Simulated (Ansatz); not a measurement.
This script drives Ansatz's Python interface.

Script `run_transition.py`:
```python
import csv
import warnings

import ansatz as az
import numpy as np

FUNCTIONAL = "PBE"
ECUT = 450
K_SPACING = 0.27
SMEARING = "cold"
WIDTH_EV = 0.1


def sc(first, a):
    return (
        az.Lattice.cubic(a)
        .space_group(221)
        .atom(first, (0, 0, 0))
    )


def bcc(A, a):
    return (
        az.Lattice.bcc(a)
        .space_group(229)
        .atom(A, (0, 0, 0))
        .primitive()
    )


def compute(name, crystal, pressure=0.0):
    calc = (
        crystal.calculation()
        .functional(FUNCTIONAL)
        .basis(ECUT)
        .kpoints(spacing=K_SPACING)
        .occupations(SMEARING, width=WIDTH_EV)
    )
    calc = calc.relax(force_tolerance=0.02, max_steps=60, cell=True, pressure=pressure)
    return calc.run()


def volume_per_atom(outcome):
    return abs(np.linalg.det(outcome.lattice.cell_ang)) / len(outcome.lattice.sites)

warnings.simplefilter("ignore")

phases = {}
phases["sc"] = sc("Re", 2.53)
phases["bcc"] = bcc("Re", 3.09)

pressures = [0, 20, 40, 60]
enthalpy, volume = {name: [] for name in phases}, {name: [] for name in phases}
for p in pressures:
    for name, crystal in phases.items():
        o = compute(name, crystal, pressure=p)
        volume[name].append(volume_per_atom(o))
        enthalpy[name].append(o.report["energy_sigma0_ev"] / len(o.lattice.sites) + p * volume[name][-1] / 160.21766)
gap = np.array(enthalpy["bcc"]) - np.array(enthalpy["sc"])
rows = [(p, va, vb, 1000 * d) for p, va, vb, d in zip(pressures, volume["sc"], volume["bcc"], gap)]
with open("transition.csv", "w", newline="") as handle:
    writer = csv.writer(handle)
    writer.writerow(["P (GPa)", "V sc (A^3/atom)", "V bcc (A^3/atom)", "H(bcc) - H(sc) (meV/atom)"])
    writer.writerows([round(v, 4) if isinstance(v, float) else v for v in row] for row in rows)
print(open("transition.csv").read())
crossings = [p0 - g0 * (p1 - p0) / (g1 - g0) for p0, p1, g0, g1 in zip(pressures, pressures[1:], gap, gap[1:]) if g0 * g1 < 0]
print("crossing near", [round(float(p), 1) for p in crossings], "GPa") if crossings else print("no crossing in this range")
```

It is started by `python run_transition.py`. Estimate its wall time and peak memory on 1 thread of Arm Neoverse V2, on a shared host.

It took about 23 s, with a peak of 0.36 GiB, for 8 runs of the engine.

Output of `python run_transition.py`:
```text
P (GPa),V sc (A^3/atom),V bcc (A^3/atom),H(bcc) - H(sc) (meV/atom)
0,17.1184,15.0852,-1057.6373
20,16.0334,14.344,-1288.1219
40,15.2156,13.7599,-1484.0134
60,14.572,13.2791,-1655.5985

no crossing in this range
```

What to keep in mind:
- Total energies depend on the potentials; only differences at equal settings carry meaning.
- At a fixed pressure a relaxation lowers the enthalpy F + PV, while F alone can rise.
- For the metals among these phases the mesh is modest: differences between phases can be off by up to 40 meV an atom.
- Spin-orbit coupling, which matters for elements this heavy, is left out.
- Only these two structures are compared, at zero temperature and with their symmetry kept; either may be hypothetical, and another phase may be lower than both. Differences under about 40 meV an atom lie within the error of mesh and functional.
- The cells are prototypes set up for this calculation and needn't exist.
